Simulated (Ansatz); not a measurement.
The system is MoS2.

```
Mo S
1.0
     3.16900    0.00000    0.00000
    -1.58450    2.74443    0.00000
     0.00000    0.00000   12.32400
Mo S
2 4
Direct
  0.66667 0.33333 0.75000
  0.33333 0.66667 0.25000
  0.66667 0.33333 0.37700
  0.33333 0.66667 0.87700
  0.66667 0.33333 0.12300
  0.33333 0.66667 0.62300
```

Base run:

* Program: Ansatz 0.2.0
* Functional: PBEsol
* Potentials or basis: all-electron LAPW, scalar-relativistic
* Cutoff: 241 eV (chosen from the basis error)
* Basis error allowed: 0.002 eV/atom
* k mesh: 10 × 10 × 3
* Occupations: fermi-dirac, width 0.05 eV
* Spin: no spin polarisation

Its results: band gap on the k mesh 0.88 eV, indirect (least direct gap 1.87 eV); pressure -2.9 GPa; largest force 0.312 eV/Å.

The run is repeated on the same cell with these changes: functional from PBEsol to LDA. What comes out?

Band gap on the k mesh 0.85 eV, indirect (least direct gap 1.86 eV); pressure -5.6 GPa; largest force 0.477 eV/Å.

LDA binds more tightly than PBEsol, so the same cell stands under less pressure.

Caveats: this functional lacks dispersion, which binds the layers, so the pressure and a relaxed spacing across them are unreliable (some runs).

A k mesh can miss the band edges.
